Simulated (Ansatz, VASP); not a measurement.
## One calculation of LiF (Griceite), two programs

File INCAR:

```
SYSTEM = LiF
PREC     = Accurate       ! precision mode
ENCUT    = 520            ! plane-wave cutoff, eV
EDIFF    = 1E-7           ! SCF threshold, eV
ISMEAR   = 0              ! smearing method
SIGMA    = 0.02           ! smearing width, eV
LREAL    = .False.        ! projectors in reciprocal space
LASPH    = .True.         ! aspherical terms in the spheres
NELM     = 60             ! most SCF steps
ALGO     = Normal         ! electronic algorithm
ISIF     = 2              ! what is computed and relaxed
LWAVE    = .False.        ! write WAVECAR
LCHARG   = .False.        ! write CHGCAR
GGA      = PE             ! functional
NBANDS   = 12             ! bands
```

The input KPOINTS:

```
regular mesh
0
Gamma
  10 10 10
  0 0 0
```

File POSCAR:

```
LiF
1.0
    0.0000000000      2.0335339274      2.0335339274
    2.0335339274      0.0000000000      2.0335339274
    2.0335339274      2.0335339274      0.0000000000
Li F
1 1
Direct
    0.0000000000      0.0000000000      0.0000000000
    0.5000000000      0.5000000000      0.5000000000
```

Input for Ansatz:

```yaml
crystal:
  lattice:
    - [0.0, 2.0335339274, 2.0335339274]
    - [2.0335339274, 0.0, 2.0335339274]
    - [2.0335339274, 2.0335339274, 0.0]
  atoms:
    - { symbol: Li, position: [0.0, 0.0, 0.0] }
    - { symbol: F, position: [0.5, 0.5, 0.5] }
basis:
  ecutwfc: 420
kpoints:
  mp_grid: { grid: [10, 10, 10] }
  band_path: { path: [VBM, CBM], npoints: 2 }
hamiltonian:
  xc: pbe
scf:
  occupations: { method: gaussian, width: 0.02 }
output:
  forces: false
  stress: false
  eigenvalues: true
checkpoint:
  read: start.run
  write: ck
  compress: false
  write_wavefunctions: false
  write_every: 100000
```

Alike in both runs: task single point; functional PBE; k mesh 10 × 10 × 10; occupations gaussian, width 0.02 eV; no spin polarisation.

|  | VASP | Ansatz |
| --- | --- | --- |
| version | VASP 6.6.1 | Ansatz 0.2.0 |
| potentials or method | VASP PAW PBE potentials, release 64 (Li_sv, F) | scalar-relativistic, plane waves, PAW |
| plane-wave cutoff (eV) | 520 | 420 |
| valence electrons in the cell | 10 | 10 |

```csv
,VASP,Ansatz,Ansatz less VASP
gap on the k mesh at the Fermi level (eV),8.83,8.84,+0.001
least direct gap on the mesh (eV),8.83,8.84,+0.001
```

With one functional, cell and mesh, what is left measures potentials, basis and numerics.

 A k mesh can miss the band edges. As with any semilocal functional, this PBE gap is likely too small.
